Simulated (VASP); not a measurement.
# GaAs in VASP: one cell, several levels of theory

The known phase of GaAs with 2 atoms a cell, under +1.0 % strain along x alone is computed at one geometry. Runs: PBE, r2SCAN.

The runs shown are made with VASP 6.6.1. PAW datasets, plane waves. (Simulation; spin polarisation is off.)

### Step 1. The cell

The cell comes from an earlier relaxation with r2SCAN in another program, then strained, with the atoms relaxed again.

It is tetragonal, I-4m2 (No. 119); a = 4.007 Å, c = 5.724 Å in the conventional setting, 22.97 Å³ an atom. Near Ga stand 4 As at 2.46 Å; near As stand 4 Ga at 2.46 Å.

Structure file:

```
CELL_PARAMETERS angstrom
0.00000 2.83308 2.83308
2.86198 0.00000 2.83308
2.86198 2.83308 0.00000
ATOMIC_POSITIONS crystal
Ga 0.00000 0.00000 0.00000
As 0.25000 0.25000 0.25000
```

### Step 2. PBE

INCAR

```
ENCUT = 520.000000
SIGMA = 0.020000
EDIFF = 1.00e-07
GGA = PE
PREC = Accurate
IBRION = -1
ISIF = 2
ISMEAR = -1
NBANDS = 16
NELM = 120
NSW = 0
LASPH = .TRUE.
LCHARG = .FALSE.
LWAVE = .FALSE.
LREAL = .FALSE.
```

KPOINTS

```
KPOINTS created by Atomic Simulation Environment
0
Gamma
8 8 8
0 0 0
```

KPOINTS_OPT

```
special points
6
Reciprocal
0.0000000000 0.0000000000 0.0000000000 1
-0.5000000000 -0.5000000000 0.0000000000 1
-0.3750000000 -0.3750000000 0.2500000000 1
-0.3750000000 0.0000000000 0.3750000000 1
0.0000000000 0.0000000000 0.5000000000 1
-0.5000000000 -0.2500000000 0.2500000000 1
```

POSCAR

```
Ga As
 1.0000000000000000
     0.0000000000000000    2.8330831925000002    2.8330831925000002
     2.8619806410000002    0.0000000000000000    2.8330831925000002
     2.8619806410000002    2.8330831925000002    0.0000000000000000
 Ga  As
   1   1
Cartesian
  0.0000000000000000  0.0000000000000000  0.0000000000000000
  1.4309903205000001  1.4165415962500001  1.4165415962500001
```

The run uses the recommended PBE PAW datasets (18 valence electrons a neutral cell).

Launch:

```console
> mpirun -np 1 vasp_std
```

### Step 3. r2SCAN at this geometry

INCAR

```
ENCUT = 520.000000
SIGMA = 0.010000
EDIFF = 1.00e-07
ALGO = Normal
METAGGA = R2SCAN
PREC = Accurate
IBRION = -1
ISIF = 2
ISMEAR = 0
NBANDS = 16
NELM = 120
NSW = 0
LASPH = .TRUE.
LCHARG = .FALSE.
LWAVE = .FALSE.
LREAL = .FALSE.
```

KPOINTS is that of step 2.

KPOINTS_OPT is that of step 2.

POSCAR is that of step 2.

**Question.** What will these runs give? Wanted: for each run, gap; pressure.

**Answer**, as computed:

| level | gap (eV) | pressure (GPa) |
| --- | --- | --- |
| PBE | 0.37 | 2.23 |
| r2SCAN | 0.84 | -0.61 |

**Reading.** The gap runs from 0.37 eV (PBE) to 0.84 eV (r2SCAN). The pressure is highest with PBE (2.2 GPa) and lowest with r2SCAN (-0.6 GPa), which orders the cells that they would relax to.
